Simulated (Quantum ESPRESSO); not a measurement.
# Hf (P6_3/mmc) in Quantum ESPRESSO: convergence with smearing width

Aim: find how far smearing width must go before the results for Hf settle, at PBE. This setting moves, with any that are tied to it; all else stays.

Everything below comes from runs of Quantum ESPRESSO 7.5. Logs are shortened: lines on timing, memory, paths and dates and some standing lists are left out, and cuts for length are marked.

## Step 1: The crystal as given

The structure is hexagonal, space group P6_3/mmc (No. 194). The conventional cell has a = 3.197 Å, b = 3.197 Å, c = 5.058 Å, α = 90.00°, β = 90.00°, γ = 120.00°. Around Hf (site symmetry -6m2) lie 12 Hf at 3.13 to 3.20 Å.

## Step 2: With smearing width 0.5 eV

pw.in

```
&CONTROL
  calculation = 'scf'
  prefix = 'pwscf'
  outdir = './tmp'
  pseudo_dir = './pseudo'
  tprnfor = .true.
  tstress = .true.
  disk_io = 'nowf'
/
&SYSTEM
  ibrav = 0
  nat = 2
  ntyp = 1
  ecutwfc = 132
  nbnd = 36
  occupations = 'smearing'
  smearing = 'fd'
  degauss = 0.03674932
/
&ELECTRONS
  conv_thr = 4d-10
  electron_maxstep = 120
  mixing_beta = 0.5
/
ATOMIC_SPECIES
Hf   178.4900 Hf.upf
CELL_PARAMETERS angstrom
   3.1967000000    0.0000000000    0.0000000000
  -1.5983500000    2.7684234083    0.0000000000
   0.0000000000    0.0000000000    5.0578000000
ATOMIC_POSITIONS crystal
Hf     0.6666666667    0.3333333333    0.7500000000
Hf     0.3333333333    0.6666666667    0.2500000000
K_POINTS automatic
8 8 4 0 0 0
```

Potentials or basis: PseudoDojo 0.4 SR PBE stringent.

Launch:

```sh
$ OMP_NUM_THREADS=1 pw.x -in pw.in > pw.out
```

pw.out:

```text
This program is part of the open-source Quantum ESPRESSO suite
     for quantum simulation of materials; please cite
[... 9 lines left out ...]
     --------------------
     sticks:   dense  smooth     PW     G-vecs:    dense   smooth      PW
     Sum        1333    1333    379                61821    61821    9319

     Using Slab Decomposition

     bravais-lattice index     =            0
     lattice parameter (alat)  =       6.0409  a.u.
     unit-cell volume          =     302.0596 (a.u.)^3
     number of atoms/cell      =            2
     number of atomic types    =            1
     number of electrons       =        52.00
     number of Kohn-Sham states=           36
     kinetic-energy cutoff     =     132.0000  Ry
     charge density cutoff     =     528.0000  Ry
     scf convergence threshold =      4.0E-10
     mixing beta               =       0.5000
     number of iterations used =            8  plain     mixing
     Exchange-correlation= PBE
                           (   1   4   3   4   0   0   0)

     celldm(1)=   6.040888  celldm(2)=   0.000000  celldm(3)=   0.000000
     celldm(4)=   0.000000  celldm(5)=   0.000000  celldm(6)=   0.000000

     crystal axes: (cart. coord. in units of alat)
               a(1) = (   1.000000   0.000000   0.000000 )
               a(2) = (  -0.500000   0.866025   0.000000 )
               a(3) = (   0.000000   0.000000   1.582194 )

     reciprocal axes: (cart. coord. in units 2 pi/alat)
               b(1) = (  1.000000  0.577350 -0.000000 )
               b(2) = (  0.000000  1.154701  0.000000 )
               b(3) = (  0.000000 -0.000000  0.632034 )

     PseudoPot. # 1 for Hf read from file:
     Hf.upf
     Pseudo is Norm-conserving + core correction, Zval = 26.0
     Generated using ONCVPSP code by D. R. Hamann
     Using radial grid of 1656 points,  8 beta functions with:
                l(1) =   0
                l(2) =   0
                l(3) =   1
                l(4) =   1
                l(5) =   2
                l(6) =   2
                l(7) =   3
                l(8) =   3

     atomic species   valence    mass     pseudopotential
     Hf               26.00   178.49000     Hf( 1.00)

     24 Sym. Ops., with inversion, found (12 have fractional translation)

   Cartesian axes

     site n.     atom                  positions (alat units)
         1        Hf     tau(   1) = (   0.5000000   0.2886751   1.1866456  )
         2        Hf     tau(   2) = (  -0.0000000   0.5773503   0.3955485  )

     number of k points=    30  Fermi-Dirac smearing, width (Ry)=  0.0367
                       cart. coord. in units 2pi/alat
        k(    1) = (   0.0000000   0.0000000   0.0000000), wk =   0.0078125
        k(    2) = (   0.0000000   0.0000000   0.1580084), wk =   0.0156250
        k(    3) = (   0.0000000   0.0000000  -0.3160168), wk =   0.0078125
        k(    4) = (   0.0000000   0.1443376   0.0000000), wk =   0.0468750
        k(    5) = (   0.0000000   0.1443376   0.1580084), wk =   0.0937500
        k(    6) = (   0.0000000   0.1443376  -0.3160168), wk =   0.0468750
[... 22 lines left out ...]
        k(   29) = (   0.2500000   0.5773503   0.1580084), wk =   0.0937500
        k(   30) = (   0.2500000   0.5773503  -0.3160168), wk =   0.0468750

     Dense  grid:    61821 G-vectors     FFT dimensions: (  45,  45,  72)

     Initial potential from superposition of free atoms

     starting charge      51.9963, renormalised to      52.0000
     Starting wfcs are   34 randomized atomic wfcs +    2 random wfcs

     Self-consistent Calculation

     iteration #  1     ecut=   132.00 Ry     beta= 0.50
     Davidson diagonalization with overlap
     ethr =  1.00E-02,  avg # of iterations =  3.0

     Threshold (ethr) on eigenvalues was too large:
     Diagonalizing with lowered threshold

     Davidson diagonalization with overlap
     ethr =  7.16E-05,  avg # of iterations =  3.9

     total energy              =   -1136.50495432 Ry
     estimated scf accuracy    <       0.04152073 Ry

     iteration #  2     ecut=   132.00 Ry     beta= 0.50
     Davidson diagonalization with overlap
     ethr =  7.98E-05,  avg # of iterations =  2.0
[... 4 lines left out ...]
     iteration #  3     ecut=   132.00 Ry     beta= 0.50
     Davidson diagonalization with overlap
     ethr =  6.28E-06,  avg # of iterations =  2.4

     total energy              =   -1136.51033808 Ry
     estimated scf accuracy    <       0.00044392 Ry

     iteration #  4     ecut=   132.00 Ry     beta= 0.50
     Davidson diagonalization with overlap
     c_bands:  1 eigenvalues not converged
     ethr =  8.54E-07,  avg # of iterations =  2.9

     total energy              =   -1136.51036720 Ry
     estimated scf accuracy    <       0.00000387 Ry

     iteration #  5     ecut=   132.00 Ry     beta= 0.50
     Davidson diagonalization with overlap
     ethr =  7.43E-09,  avg # of iterations =  2.7

     total energy              =   -1136.51036839 Ry
     estimated scf accuracy    <       0.00000086 Ry
[... 26 lines left out ...]
     total energy              =   -1136.51036853 Ry
     estimated scf accuracy    <          4.7E-10 Ry

     iteration # 10     ecut=   132.00 Ry     beta= 0.50
     Davidson diagonalization with overlap
     ethr =  9.00E-13,  avg # of iterations =  2.0

     End of self-consistent calculation

          k = 0.0000 0.0000 0.0000 (  7727 PWs)   bands (ev):

   -42.7614 -42.6905 -11.8396 -11.1378 -11.1378 -11.0098 -11.0098 -10.9705
     7.4538   7.4619   7.4688   7.4772   7.4772   7.4871   7.4871   7.4895
     7.4895   7.5097   7.5256   7.5256   7.5443   7.5479  11.7853  15.4489
    19.8130  20.3551  20.3551  20.6637  21.1758  21.1758  21.8464  21.8464
    24.5540  24.5540  28.0811  30.2118

          k = 0.0000 0.0000 0.1580 (  7697 PWs)   bands (ev):
[... 81 lines left out ...]
   -42.6955 -42.6955 -11.6994 -11.6994 -11.1951 -11.1951 -11.1882 -11.1882
     7.4632   7.4632   7.4764   7.4764   7.4889   7.4889   7.4995   7.4995
     7.5038   7.5038   7.5191   7.5191   7.5211   7.5211  15.6814  15.6814
    18.2647  18.2647  19.9487  19.9487  21.7991  21.7991  24.6451  24.6451
    24.6643  24.6643  29.4903  29.4903

          k = 0.0000-0.5774 0.0000 (  7736 PWs)   bands (ev):

   -42.7019 -42.6786 -11.7074 -11.5614 -11.4726 -11.3133 -11.1912 -11.0995
     7.4448   7.4619   7.4739   7.4763   7.4871   7.4919   7.4957   7.4964
     7.5127   7.5154   7.5172   7.5190   7.5218   7.5394  15.8103  16.4235
    16.9676  18.3616  19.9905  20.0589  20.8638  25.0730  25.5826  25.6793
    26.1218  26.3637  27.6673  28.5844

          k = 0.0000-0.5774 0.1580 (  7758 PWs)   bands (ev):

   -42.6985 -42.6820 -11.7705 -11.6539 -11.3437 -11.2825 -11.1578 -11.1314
     7.4512   7.4655   7.4740   7.4744   7.4859   7.4909   7.4951   7.5012
     7.5092   7.5103   7.5171   7.5215   7.5226   7.5317  15.5451  16.3664
    17.8176  17.8712  20.3941  20.4727  20.5505  23.9245  25.2032  25.5197
    25.7137  25.7969  27.5880  28.5786

          k = 0.0000-0.5774-0.3160 (  7736 PWs)   bands (ev):

   -42.6902 -42.6902 -11.7680 -11.7680 -11.2075 -11.2075 -11.1916 -11.1916
     7.4661   7.4661   7.4732   7.4732   7.4820   7.4820   7.5045   7.5045
     7.5067   7.5067   7.5182   7.5182   7.5232   7.5232  15.7736  15.7736
    18.1881  18.1881  20.3496  20.3496  21.8569  21.8569  25.3025  25.3025
    25.3611  25.3611  27.9255  27.9255

          k = 0.1250 0.2165 0.0000 (  7731 PWs)   bands (ev):

   -42.7404 -42.6833 -11.7257 -11.3367 -11.2913 -11.1699 -11.0611 -11.0267
     7.4591   7.4694   7.4758   7.4789   7.4842   7.4889   7.4897   7.4970
     7.4978   7.5067   7.5162   7.5166   7.5276   7.5321  13.1097  16.6631
    18.4737  18.7157  20.1358  20.5192  21.2242  21.7333  21.7514  22.5908
    25.0903  27.1204  27.9417  32.4620
[... 107 lines left out ...]
   -42.6865 -42.6865 -11.6831 -11.6831 -11.4263 -11.4263 -11.1254 -11.1254
     7.4760   7.4760   7.4808   7.4808   7.4851   7.4851   7.4919   7.4919
     7.5019   7.5019   7.5075   7.5075   7.5256   7.5256  16.9252  16.9252
    18.2452  18.2452  18.8972  18.8972  21.7179  21.7179  24.4800  24.4800
    27.2031  27.2031  28.3960  28.3960

     the Fermi energy is    19.0527 ev

!    total energy              =   -1136.51036853 Ry
     estimated scf accuracy    <          2.3E-12 Ry
     smearing contrib. (-TS)   =      -0.14192125 Ry
     internal energy E=F+TS    =   -1136.36844728 Ry

     The total energy is F=E-TS. E is the sum of the following terms:
     one-electron contribution =    -615.49226645 Ry
     hartree contribution      =     375.51125977 Ry
     xc contribution           =    -163.25902603 Ry
     ewald contribution        =    -733.12841458 Ry

     convergence has been achieved in  10 iterations

     Forces acting on atoms (cartesian axes, Ry/au):

     atom    1 type  1   force =    -0.00000000   -0.00000000    0.00000000
     atom    2 type  1   force =     0.00000000    0.00000000    0.00000000

     Total force =     0.000000     Total SCF correction =     0.000000

     Computing stress (Cartesian axis) and pressure

          total   stress  (Ry/bohr**3)                   (kbar)     P=       41.34
   0.00020787   0.00000000   0.00000000           30.58        0.00        0.00
  -0.00000000   0.00020787   0.00000000           -0.00       30.58        0.00
   0.00000000   0.00000000   0.00042733            0.00        0.00       62.86

=------------------------------------------------------------------------------=
   JOB DONE.
=------------------------------------------------------------------------------=
```

Run time: 2.1 min. Hardware: 1 thread of Arm Neoverse V2, shared host; peak memory 0.26 GiB.

What came out:

```yaml
Free_energy: -15463.0113 eV
Pressure: 4.1 GPa
Band_gap_on_the_k_mesh: none (metal or under the smearing width)
```

## Step 3: With smearing width 0.3 eV

pw.in: that of step 2 with these lines changed.

```diff
@@ -17,3 +17,3 @@
   smearing = 'fd'
-  degauss = 0.03674932
+  degauss = 0.02204959
 /
```

Potentials or basis: PseudoDojo 0.4 SR PBE stringent.

Launch:

```sh
$ OMP_NUM_THREADS=1 pw.x -in pw.in > pw.out
```

It took 1.7 min on 1 thread of Arm Neoverse V2, shared host; peak memory 0.28 GiB.

What came out:

```yaml
Free_energy: -15462.3995 eV
Pressure: 1.9 GPa
Band_gap_on_the_k_mesh: none (metal or under the smearing width)
```

## Step 4: With smearing width 0.2 eV

pw.in: that of step 3 with these lines changed.

```diff
@@ -17,3 +17,3 @@
   smearing = 'fd'
-  degauss = 0.02204959
+  degauss = 0.01469973
 /
```

Launch:

```sh
$ OMP_NUM_THREADS=1 pw.x -in pw.in > pw.out
```

Wall time 99 s (1 thread of Arm Neoverse V2, shared host); peak memory 0.28 GiB.

Results:

```
Free energy            : -15462.2240 eV
Pressure               : 1.2 GPa
Band gap on the k mesh : none (metal or under the smearing width)
```

## Step 5: With smearing width 0.136 eV

pw.in: that of step 4 with these lines changed.

```diff
@@ -17,3 +17,3 @@
   smearing = 'fd'
-  degauss = 0.01469973
+  degauss = 0.00999582
 /
```

Launch:

```sh
$ OMP_NUM_THREADS=1 pw.x -in pw.in > pw.out
```

It took 1.8 min on 1 thread of Arm Neoverse V2, shared host; peak memory 0.27 GiB.

What came out:

- Free energy: -15462.1582 eV
- Pressure: 0.9 GPa
- Band gap on the k mesh: none (metal or under the smearing width)

## Step 6: With smearing width 0.1 eV

pw.in: that of step 5 with these lines changed.

```diff
@@ -17,3 +17,3 @@
   smearing = 'fd'
-  degauss = 0.00999582
+  degauss = 0.00734986
 /
```

Potentials or basis: PseudoDojo 0.4 SR PBE stringent.

Launch:

```sh
$ OMP_NUM_THREADS=1 pw.x -in pw.in > pw.out
```

Wall time 1.8 min (1 thread of Arm Neoverse V2, shared host); peak memory 0.27 GiB.

It converged, with:

- Free energy: -15462.1356 eV
- Pressure: 0.7 GPa
- Band gap on the k mesh: none (metal or under the smearing width)

## Step 7: With smearing width 0.05 eV

pw.in: that of step 6 with these lines changed.

```diff
@@ -17,3 +17,3 @@
   smearing = 'fd'
-  degauss = 0.00734986
+  degauss = 0.00367493
 /
```

Launch:

```sh
$ OMP_NUM_THREADS=1 pw.x -in pw.in > pw.out
```

Wall time 1.9 min (1 thread of Arm Neoverse V2, shared host); peak memory 0.27 GiB.

It converged, with:

| Property | Result |
| --- | --- |
| Free energy | -15462.1190 eV |
| Pressure | 0.7 GPa |
| Band gap on the k mesh | none (metal or under the smearing width) |

## Step 8: With smearing width 0.025 eV

pw.in: that of step 7 with these lines changed.

```diff
@@ -17,3 +17,3 @@
   smearing = 'fd'
-  degauss = 0.00367493
+  degauss = 0.00183747
 /
```

Launch:

```sh
$ OMP_NUM_THREADS=1 pw.x -in pw.in > pw.out
```

Wall time 1.8 min (1 thread of Arm Neoverse V2, shared host); peak memory 0.26 GiB.

It converged, with:

| Property | Result |
| --- | --- |
| Free energy | -15462.1156 eV |
| Pressure | 0.7 GPa |
| Band gap on the k mesh | none (metal or under the smearing width) |

## Step 9: With smearing width 0.01 eV

pw.in: that of step 8 with these lines changed.

```diff
@@ -17,3 +17,3 @@
   smearing = 'fd'
-  degauss = 0.00183747
+  degauss = 0.00073499
 /
```

Potentials or basis: PseudoDojo 0.4 SR PBE stringent.

Launch:

```sh
$ OMP_NUM_THREADS=1 pw.x -in pw.in > pw.out
```

Run time: 99 s. Hardware: 1 thread of Arm Neoverse V2, shared host; peak memory 0.26 GiB.

Results (log left out):

```
Free energy            : -15462.1142 eV
Pressure               : 0.8 GPa
Band gap on the k mesh : none (metal or under the smearing width)
```

## Step 10: Result

```csv
smearing width,"energy less the tightest run, at zero smearing (meV/atom)",pressure (GPa),SCF cycles,CPU time (s),peak memory (GiB)
0.5 eV,34.04,4.13,10,120,0.26
0.3 eV,22.71,1.93,8,100,0.28
0.2 eV,10.10,1.17,8,99,0.28
0.136 eV,3.88,0.85,9,110,0.27
0.1 eV,1.57,0.73,9,110,0.27
0.05 eV,-0.25,0.66,9,110,0.27
0.025 eV,-0.17,0.70,9,110,0.26
0.01 eV,0.00,0.77,8,99,0.26
```

Against the tightest run, the energy stays within 1 meV/atom from 0.05 eV on; the pressure stays within 0.1 GPa from 0.025 eV on. Narrower smearing needs a denser k mesh, so at a fixed mesh the narrowest width isn't the most accurate. The tightest run that finished is the yardstick and may itself not be fully converged.
